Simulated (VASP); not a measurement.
# SnTe (Fm-3m) in VASP: notebook

The runs below take SnTe through single point, with PBEsol.

Program: VASP 6.6.1. These are calculated values, not measurements. Logs are shortened: lines on timing, memory, paths and dates and some standing lists are left out, and cuts for length are marked.

**What was measured.**

From a printed reference work, textbook, for a bulk crystal of SnTe at 300 K: band gap 0.18 eV (direct).

The results are compared with them further down.

## (1) The cell of the first run

Symmetry: Fm-3m, No. 225, cubic system. Conventional cell: a = 6.129 Å, b = 6.129 Å, c = 6.129 Å, α = 90.00°, β = 90.00°, γ = 90.00°. Sn (site symmetry m-3m) has 6 Te at 3.06 Å within 4.0 Å. Within 4.0 Å of Te (site symmetry m-3m) lie 6 Sn at 3.06 Å.

## (2) Single point, PBEsol

Input file INCAR:

```
  ALGO = Normal
  EDIFF = 1E-6
  ENCUT = 500
  GGA = PS
  GGA_COMPAT = F
  ISIF = 2
  ISMEAR = 0
  LASPH = T
  LCHARG = F
  LREAL = F
  LWAVE = F
  NBANDS = 17
  NELM = 120
  PREC = Accurate
  SIGMA = 0.01
```

Input file KPOINTS:

```
k-points
0
Gamma
  6 6 6
```

Input file POSCAR:

```
SnTe
1.0
    0.0000000000      3.0644815031      3.0644815031
    3.0644815031      0.0000000000      3.0644815031
    3.0644815031      3.0644815031      0.0000000000
Sn Te
1 1
Direct
    0.0000000000      0.0000000000      0.0000000000
    0.5000000000      0.5000000000      0.5000000000
```

Potentials or basis: VASP PAW PBE potentials, release 64 (Sn_d, Te).

Run with:

```
cat potpaw_PBE.64/Sn_d/POTCAR potpaw_PBE.64/Te/POTCAR > POTCAR
mpirun -np 1 vasp_std > vasp.out
```

OUTCAR:

```text
EDIFF = 1E-6
   ENCUT = 500
   GGA = PS
   ISIF = 2
   ISMEAR = 0
   LASPH = T
   LREAL = F
   NELM = 120
   PREC = Accurate

 ion  position               nearest neighbor table
   1  0.000  0.000  0.000-   2 3.06   2 3.06   2 3.06   2 3.06   2 3.06   2 3.06
   2  0.500  0.500  0.500-   1 3.06   1 3.06   1 3.06   1 3.06   1 3.06   1 3.06

  LATTYP: Found a face centered cubic cell.
 ALAT       =     6.1289630062

  Lattice vectors:

 A1 = (   0.0000000000,   3.0644815031,   3.0644815031)
 A2 = (   3.0644815031,   0.0000000000,   3.0644815031)
 A3 = (   3.0644815031,   3.0644815031,   0.0000000000)

Analysis of symmetry for initial positions (statically):
=====================================================================
 Subroutine PRICEL returns:
 Original cell was already a primitive cell.

 Routine SETGRP: Setting up the symmetry group for a
 face centered cubic supercell.

 Subroutine GETGRP returns: Found 48 space group operations
 (whereof 48 operations were pure point group operations)
 out of a pool of 48 trial point group operations.

The static configuration has the point symmetry O_h .

Analysis of symmetry for dynamics (positions and initial velocities):
=====================================================================
 Subroutine PRICEL returns:
 Original cell was already a primitive cell.

 Routine SETGRP: Setting up the symmetry group for a
 face centered cubic supercell.

 Subroutine GETGRP returns: Found 48 space group operations
 (whereof 48 operations were pure point group operations)
 out of a pool of 48 trial point group operations.

The dynamic configuration has the point symmetry O_h .

 Subroutine INISYM returns: Found 48 space group operations
 (whereof 48 operations are pure point group operations),
 and found     1 'primitive' translations

----------------------------------------------------------------------------------------

                                     Primitive cell

  volume of cell :      57.5574

  direct lattice vectors                    reciprocal lattice vectors
     0.000000000  3.064481503  3.064481503    -0.163159738  0.163159738  0.163159738
     3.064481503  0.000000000  3.064481503     0.163159738 -0.163159738  0.163159738
     3.064481503  3.064481503  0.000000000     0.163159738  0.163159738 -0.163159738

  length of vectors
     4.333831303  4.333831303  4.333831303     0.282600956  0.282600956  0.282600956

  position of ions in fractional coordinates (direct lattice)
     0.000000000  0.000000000  0.000000000
     0.500000000  0.500000000  0.500000000

  ion indices of the primitive-cell ions
   primitive index   ion index
                 1           1
                 2           2

----------------------------------------------------------------------------------------

 KPOINTS: k-points

Automatic generation of k-mesh.
 Grid dimensions read from file:
 generate k-points for:    6    6    6

 Generating k-lattice:

  Cartesian coordinates                     Fractional coordinates (reciprocal lattice)
    -0.027193290  0.027193290  0.027193290     0.166666667  0.000000000  0.000000000
     0.027193290 -0.027193290  0.027193290     0.000000000  0.166666667  0.000000000
     0.027193290  0.027193290 -0.027193290     0.000000000  0.000000000  0.166666667

  Length of vectors
     0.047100159  0.047100159  0.047100159

  Shift w.r.t. Gamma in fractional coordinates (k-lattice)
     0.000000000  0.000000000  0.000000000

 Subroutine IBZKPT returns following result:
 ===========================================

 Found     16 irreducible k-points:

 Following reciprocal coordinates:
            Coordinates               Weight
  0.000000  0.000000  0.000000      1.000000
  0.166667  0.000000  0.000000      8.000000
  0.333333  0.000000  0.000000      8.000000
  0.500000  0.000000  0.000000      4.000000
  0.166667  0.166667  0.000000      6.000000
  0.333333  0.166667  0.000000     24.000000
[... 8 lines left out ...]
 -0.333333  0.333333  0.166667     24.000000
 -0.333333  0.500000  0.166667     12.000000
   k-points           NKPTS =     16   k-points in BZ     NKDIM =     16   number of bands    NBANDS=     17
   number of dos      NEDOS =    301   number of ions     NIONS =      2
   total plane-waves  NPLWV =  32768
   dimension x,y,z NGX =    32 NGY =   32 NGZ =   32
   dimension x,y,z NGXF=    64 NGYF=   64 NGZF=   64
   ions per type =               1   1
   NGX,Y,Z   is equivalent  to a cutoff of  12.28, 12.28, 12.28 a.u.
   NGXF,Y,Z  is equivalent  to a cutoff of  24.55, 24.55, 24.55 a.u.
 SYSTEM =  unknown system
   PREC   = accura    normal or accurate (medium, high low for compatibility)
   ISTART =      0    job   : 0-new  1-cont  2-samecut
   ICHARG =      2    charge: 1-file 2-atom 10-const
   ISPIN  =      1    spin polarized calculation?
   LNONCOLLINEAR =      F non collinear calculations
   LSORBIT =      F    spin-orbit coupling
   LASPH  =      T    aspherical Exc in radial PAW
   ENCUT  =  500.0 eV  36.75 Ry    6.06 a.u.   7.90  7.90  7.90*2*pi/ulx,y,z
   NELM   =    120;   NELMIN=  2; NELMDL= -5     # of ELM steps
   EDIFF  = 0.1E-05   stopping-criterion for ELM
   LREAL  =      F    real-space projection
   EDIFFG = 0.1E-04   stopping-criterion for IOM
   NSW    =      0    number of steps for IOM
   IBRION =     -1    ionic relax: 0-MD 1-quasi-New 2-CG
   NFREE  =      0    steps in history (QN), initial steepest desc. (CG)
   ISIF   =      2    stress and relaxation
   ISYM   =      2    0-nonsym 1-usesym 2-fastsym
   POTIM  = 0.5000    time-step for ionic-motion
   TEBEG  =    0.0;   TEEND  =   0.0 temperature during run
   PSTRESS=    0.0 pullay stress
   NELECT =      20.0000    total number of electrons
   NUPDOWN=      -1.0000    fix difference up-down
   EMIN   =  10.00;   EMAX   =-10.00  energy-range for DOS
   EFERMI =   0.00;   METHOD = LEGACY
   ISMEAR =     0;   SIGMA  =   0.01  broadening in eV -4-tet -1-fermi 0-gaus
   EFERMI_NEDOS =   21; number of points for ismear=-14 and -15
   IALGO  =     38    algorithm
   IMIX   =      4    mixing-type and parameters
     AMIX     =   0.40;   BMIX     =  1.00
     AMIX_MAG =   1.60;   BMIX_MAG =  1.00
  volume/ion in A,a.u.               =      28.78       194.21
  Fermi-wavevector in a.u.,A,eV,Ry     =   1.150936  2.174954 18.023006  1.324654
  Thomas-Fermi vector in A             =   2.287597
   LORBIT       =      0    0 simple, 1 ext, 2 COOP (PROOUT), +10 PAW based schemes
   GGA     = PS    functional components
   LHFCALC =     F    Hartree Fock is set to
   AEXX    =    0.0000 exact exchange contribution
   IVDW    =     0    specifies the selected vdW correction
   LEPSILON=     F    determine dielectric tensor
   LRPA    =     F    only Hartree local field effects (RPA)
 non-spin polarized calculation
 Gauss-broadening in eV      SIGMA  =   0.01
  energy-cutoff  :      500.00
  volume of cell :       57.56
 maximum number of plane-waves:      1476
   NGX = 15   NGY = 15   NGZ = 15

 number of electron      19.9999990 magnetization

 Free energy of the ion-electron system (eV)
  ---------------------------------------------------
  ext. energy  EPLUGINS =         0.00000000
  ---------------------------------------------------
  free energy    TOTEN  =        -8.28140498 eV

  energy without entropy =       -8.28140498  energy(sigma->0) =       -8.28140498

 E-fermi :   7.8666     XC(G=0): -10.0311

 val. band max:        7.7806902414   @ k =   0.5000   0.0000   0.0000
 cond. band min:       8.0911162231   @ k =   0.5000   0.0000   0.0000
 fundamental gap:      0.3104259817
 Fermi energy:         7.8665870953

 k-point     1 :       0.0000    0.0000    0.0000
  band No.  band energies     occupation
      1     -13.9691      2.00000
      2     -13.9691      2.00000
      3     -13.9562      2.00000
      4     -13.9562      2.00000
      5     -13.9562      2.00000
      6      -5.5819      2.00000
[... 9 lines left out ...]
     16      12.4523      0.00000
     17      14.3414      0.00000

 k-point     2 :       0.1667    0.0000    0.0000
  band No.  band energies     occupation
      1     -13.9709      2.00000
      2     -13.9709      2.00000
      3     -13.9557      2.00000
      4     -13.9540      2.00000
      5     -13.9540      2.00000
      6      -5.3187      2.00000
[... 9 lines left out ...]
     16      13.0553      0.00000
     17      16.2985      0.00000

 k-point     3 :       0.3333    0.0000    0.0000
  band No.  band energies     occupation
      1     -13.9750      2.00000
      2     -13.9750      2.00000
      3     -13.9548      2.00000
      4     -13.9489      2.00000
      5     -13.9489      2.00000
      6      -4.6175      2.00000
[... 9 lines left out ...]
     16      14.6771      0.00000
     17      19.0479      0.00000

 k-point     4 :       0.5000    0.0000    0.0000
  band No.  band energies     occupation
      1     -13.9773      2.00000
      2     -13.9773      2.00000
      3     -13.9544      2.00000
      4     -13.9462      2.00000
      5     -13.9462      2.00000
      6      -4.0662      2.00000
[... 9 lines left out ...]
     16      16.8116      0.00000
     17      16.9241      0.00000
[... 183 lines left out ...]
      1     -13.9850      2.00000
      2     -13.9697      2.00000
      3     -13.9560      2.00000
      4     -13.9469      2.00000
      5     -13.9446      2.00000
      6      -4.0973      2.00000
[... 9 lines left out ...]
     16      16.2872      0.00000
     17      17.1285      0.00000

 k-point    15 :      -0.3333    0.3333    0.1667
  band No.  band energies     occupation
      1     -13.9858      2.00000
      2     -13.9715      2.00000
      3     -13.9517      2.00000
      4     -13.9503      2.00000
      5     -13.9424      2.00000
      6      -3.7049      2.00000
[... 9 lines left out ...]
     16      17.8957      0.00000
     17      17.9792      0.00000

 k-point    16 :      -0.3333    0.5000    0.1667
  band No.  band energies     occupation
      1     -13.9915      2.00000
      2     -13.9674      2.00000
      3     -13.9569      2.00000
      4     -13.9459      2.00000
      5     -13.9402      2.00000
      6      -3.5925      2.00000
[... 9 lines left out ...]
     16      18.3720      0.00000
     17      19.2012      0.00000

------------------------ aborting loop because EDIFF is reached ----------------------------------------

  FORCE on cell =-STRESS in cart. coord.  units (eV):
  Direction    XX          YY          ZZ          XY          YZ          ZX
  --------------------------------------------------------------------------------------
  -------------------------------------------------------------------------------------
  Total        1.5756127      1.5756127      1.5756127      0.0000000      0.0000000      0.0000000
  in kB       43.8590325     43.8590325     43.8590325      0.0000000      0.0000000      0.0000000
  external PRESSURE =      43.8590325 kB  Pullay stress =       0.0000000 kB

 VOLUME and BASIS-vectors are now :
 -----------------------------------------------------------------------------
  energy-cutoff  :      500.00
  volume of cell :       57.56
      direct lattice vectors                 reciprocal lattice vectors
     0.000000000  3.064481503  3.064481503    -0.163159738  0.163159738  0.163159738
     3.064481503  0.000000000  3.064481503     0.163159738 -0.163159738  0.163159738
     3.064481503  3.064481503  0.000000000     0.163159738  0.163159738 -0.163159738

 POSITION                                       TOTAL-FORCE (eV/Angst)
 -----------------------------------------------------------------------------------
      0.00000      0.00000      0.00000        -0.000000     -0.000000     -0.000000
      3.06448      3.06448      3.06448         0.000000      0.000000      0.000000
 -----------------------------------------------------------------------------------
    total drift:                                0.000000     -0.000000     -0.000000

  FREE ENERGIE OF THE ION-ELECTRON SYSTEM (eV)
  ---------------------------------------------------
  free  energy   TOTEN  =        -8.2814049824 eV

  energy  without entropy=       -8.2814049824  energy(sigma->0) =       -8.28140498
```

It took 11 s on 1 thread of Intel Xeon Platinum 8259CL at 2.50GHz (Skylake/Cascade Lake), shared host; peak memory 0.17 GiB.

What came out:

* Free energy: -8.2814 eV
* Pressure: 4.4 GPa
* Band gap on the k mesh: 0.31 eV, direct

Caveat: the PAW data sets were made with another functional, which shifts forces and pressure a little; spin-orbit coupling is left out, which moves the levels of the heavy elements. A k mesh can miss the band edges.

## (3) Single point, PBEsol

This run uses another cell than the first one, of 29.61 Å³/atom, 1.029 times its volume.

Input file INCAR:

```
PREC     = Accurate       # precision mode
ENCUT    = 500            # plane-wave cutoff, eV
EDIFF    = 1E-6           # SCF threshold, eV
ISMEAR   = 0              # smearing method
SIGMA    = 0.01           # smearing width, eV
LREAL    = False          # projectors in reciprocal space
LASPH    = True           # aspherical terms in the spheres
NELM     = 120            # most SCF steps
ALGO     = Normal         # electronic algorithm
ISIF     = 2              # what is computed and relaxed
LWAVE    = False          # write WAVECAR
LCHARG   = True           # write CHGCAR
GGA      = PS             # functional
LELF     = True           # ELF
LVHAR    = True         
NBANDS   = 17             # bands
GGA_COMPAT= False
```

Input file KPOINTS:

```
Automatic mesh
0
Gamma
  6 6 6
```

Input file POSCAR:

```
SnTe
1.0
    0.0000000000      3.0938084669      3.0938084669
    3.0938084669      0.0000000000      3.0938084669
    3.0938084669      3.0938084669      0.0000000000
Sn Te
1 1
Direct
    0.0000000000      0.0000000000      0.0000000000
    0.5000000000      0.5000000000      0.5000000000
```

Potentials or basis: VASP PAW PBE potentials, release 64 (Sn_d, Te).

Run with:

```
cat potpaw_PBE.64/Sn_d/POTCAR potpaw_PBE.64/Te/POTCAR > POTCAR
mpirun -np 1 vasp_std > vasp.out
```

Run time: 12 s. Hardware: 1 thread of Intel Xeon Platinum 8259CL at 2.50GHz (Skylake/Cascade Lake), shared host; peak memory 0.17 GiB.

Results (log left out):

```
Free energy            : -8.3181 eV
Pressure               : 2.6 GPa
Band gap on the k mesh : 0.31 eV, direct
```

Levels at points of the mesh, in eV from the valence-band top:
| k point | band 6 | band 7 | band 8 | band 9 | band 10 | band 11 | band 12 | band 13 | band 14 | band 15 |
| --- | --- | --- | --- | --- | --- | --- | --- | --- | --- | --- |
| (0.00, 0.00, 0.00) | -13.15 | -4.40 | -2.19 | -2.19 | -2.19 | 3.53 | 3.53 | 3.53 | 4.71 | 4.71 |
| (0.50, 0.00, 0.00) | -11.72 | -8.59 | -1.84 | -1.84 | 0.00 | 0.31 | 0.34 | 0.34 | 7.92 | 8.98 |
| (0.50, 0.50, 0.00) | -11.36 | -6.46 | -5.91 | -3.93 | -3.93 | 1.97 | 5.28 | 5.28 | 6.88 | 9.28 |

Caveat: the PAW data sets were made with another functional, which shifts forces and pressure a little; spin-orbit coupling is left out, which moves the levels of the heavy elements.

## (4) Single point, PBEsol

This run uses another cell than the first one, of 30.45 Å³/atom, 1.058 times its volume.

Input file INCAR:

```
SYSTEM = SnTe
ALGO = Normal ; EDIFF = 1E-6
ENCUT = 500 ; GGA = PS
GGA_COMPAT = .False. ; ISIF = 2
ISMEAR = 0 ; LASPH = .True.
LCHARG = .False. ; LREAL = .False.
LWAVE = .False. ; NBANDS = 17
NELM = 120 ; PREC = Accurate
SIGMA = 0.01
```

Input file KPOINTS:

```
k-points
0
Gamma
  6 6 6
  0 0 0
```

Input file POSCAR:

```
SnTe
1.0
    0.0000000000      3.1225897333      3.1225897333
    3.1225897333      0.0000000000      3.1225897333
    3.1225897333      3.1225897333      0.0000000000
Sn Te
1 1
Direct
    0.0000000000      0.0000000000      0.0000000000
    0.5000000000      0.5000000000      0.5000000000
```

Run with:

```
cat potpaw_PBE.64/Sn_d/POTCAR potpaw_PBE.64/Te/POTCAR > POTCAR
mpirun -np 1 vasp_std > vasp.out
```

Wall time 12 s (1 thread of Intel Xeon Platinum 8259CL at 2.50GHz (Skylake/Cascade Lake), shared host); peak memory 0.17 GiB.

It converged, with:

| Quantity | Value |
| --- | --- |
| Free energy | -8.3370 eV |
| Pressure | 1.0 GPa |
| Band gap on the k mesh | 0.22 eV, direct |

Levels at points of the mesh, in eV from the valence-band top:
| k point | band 6 | band 7 | band 8 | band 9 | band 10 | band 11 | band 12 | band 13 | band 14 | band 15 |
| --- | --- | --- | --- | --- | --- | --- | --- | --- | --- | --- |
| (0.00, 0.00, 0.00) | -12.95 | -4.54 | -2.14 | -2.14 | -2.14 | 3.46 | 3.46 | 3.46 | 4.74 | 4.74 |
| (0.50, 0.00, 0.00) | -11.60 | -8.44 | -1.79 | -1.79 | 0.00 | 0.22 | 0.37 | 0.37 | 7.83 | 8.88 |
| (0.50, 0.50, 0.00) | -11.27 | -6.45 | -5.73 | -3.81 | -3.81 | 2.06 | 5.12 | 5.12 | 6.64 | 9.18 |

Caveat: the PAW data sets were made with another functional, which shifts forces and pressure a little; spin-orbit coupling is left out, which moves the levels of the heavy elements.

[end of part 1 of 2]
